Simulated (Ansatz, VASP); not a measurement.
## N: VASP beside Ansatz

```
N
1.0
     2.54505    0.00000    0.00000
    -1.27253    2.20408    0.00000
     0.00000    0.00000    2.39708
N
2
Direct
  0.66667 0.33333 0.25000
  0.33333 0.66667 0.75000
```

Change from the starting cell: z stretched by -2 % at fixed volume, crystal datasets.

Alike in both runs: task electric field gradients; functional r2SCAN; k mesh 16 × 16 × 15; occupations fermi-dirac, width 0.05 eV; no spin polarisation.

|  | VASP | Ansatz |
| --- | --- | --- |
| version | VASP 6.6.1 | Ansatz 0.2.0 |
| potentials or method | VASP PAW PBE potentials, release 64 (N), cutoff 520 eV | all-electron PAW with datasets made for the crystal, scalar-relativistic |

|  | VASP | Ansatz | Ansatz less VASP |
| --- | --- | --- | --- |
| pressure (GPa) | 8.5 | 8.5 | -0.02 |
| largest component of the traceless stress (GPa) | 8.42 | 8.30 | -0.117 |
| Vzz of the field gradient on the site that differs most (V/Å²) | 20.9 | 19.9 | -0.95 |

Ansatz ran all-electron here, so the differences hold the error of VASP's frozen core and of both bases.

Caveats: the PAW data sets were made with another functional, which shifts forces and pressure a little (VASP).
